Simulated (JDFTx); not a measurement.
Sr:

```
Sr
1.0
     0.00000    3.04235    3.04235
     3.04235    0.00000    3.04235
     3.04235    3.04235    0.00000
Sr
1
Direct
  0.00000 0.00000 0.00000
```

| Quantity | Value |
| --- | --- |
| Program | JDFTx 1.7.0 (patched build) |
| Task | relaxation of cell and atoms |
| Functional | RPBE |
| Potentials or basis | SG15-PBE-1.2 with smoothed tails |
| Cutoff | 1088 eV |
| Density cutoff | 4354 eV |
| k mesh | 4 × 4 × 4 |
| Occupations | fermi-dirac, width 0.05 eV |
| Spin | no spin polarisation |

At the start: pressure 0.6 GPa; volume 56.32 Å³/atom.

**Question.** How do energy, volume and symmetry change on relaxing?

**Answer.** Over 5 steps the energy falls by 5.4 meV/atom and the volume is 59.25 Å³/atom (+5.2 %); space group Fm-3m (No. 225, to 0.05 Å).

The path:
```
step  energy change (eV)  largest force (eV/Å)  pressure (GPa)  volume (Å³)
   1              0.0000                0.0000            0.59        56.32
   2             -0.0013                0.0000            0.52        56.69
   3             -0.0053                0.0000           -0.01        59.29
   4             -0.0054                0.0000            0.00        59.25
   5             -0.0054                0.0000            0.00        59.25
```

Final structure:
```cif
data_structure
_symmetry_space_group_name_H-M 'P 1'
_symmetry_Int_Tables_number 1
_cell_length_a 4.3758
_cell_length_b 4.3758
_cell_length_c 4.3758
_cell_angle_alpha 60.000
_cell_angle_beta 60.000
_cell_angle_gamma 60.000
_cell_volume 59.25
loop_
_atom_site_label
_atom_site_type_symbol
_atom_site_fract_x
_atom_site_fract_y
_atom_site_fract_z
_atom_site_occupancy
Sr1 Sr 0.00000 0.00000 0.00000 1
```

Caveat: the k mesh is coarse (spacing up to 0.45 Å⁻¹), so the values aren't converged; the potentials were made for another functional, which shifts forces and pressure.
